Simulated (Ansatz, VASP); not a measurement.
**ZnS: VASP beside Ansatz**

```
CELL_PARAMETERS angstrom
0.00000 2.69410 2.69410
2.69410 0.00000 2.69410
2.69410 2.69410 0.00000
ATOMIC_POSITIONS crystal
Zn 0.25000 0.25000 0.25000
S 0.00000 0.00000 0.00000
```

Alike in both runs: task single point; functional PBE; k mesh 8 × 8 × 8; occupations fermi-dirac, width 0.02 eV; no spin polarisation.

|  | VASP | Ansatz |
| --- | --- | --- |
| version | VASP 6.6.1 | Ansatz 0.2.0 |
| potentials or method | VASP PAW PBE potentials, release 64 (Zn, S) | plane waves, PAW |
| plane-wave cutoff (eV) | 520 | 420 |
| valence electrons in the cell | 18 | 18 |

|  | VASP | Ansatz | Ansatz less VASP |
| --- | --- | --- | --- |
| gap on the k mesh at the Fermi level (eV) | 2.15 | 2.15 | -0.006 |
| pressure (GPa) | 2.5 | 2.3 | -0.17 |

With one functional, cell and mesh, what is left measures potentials, basis and numerics.

PBE gaps usually lie below the measured ones, often by a third to a half.
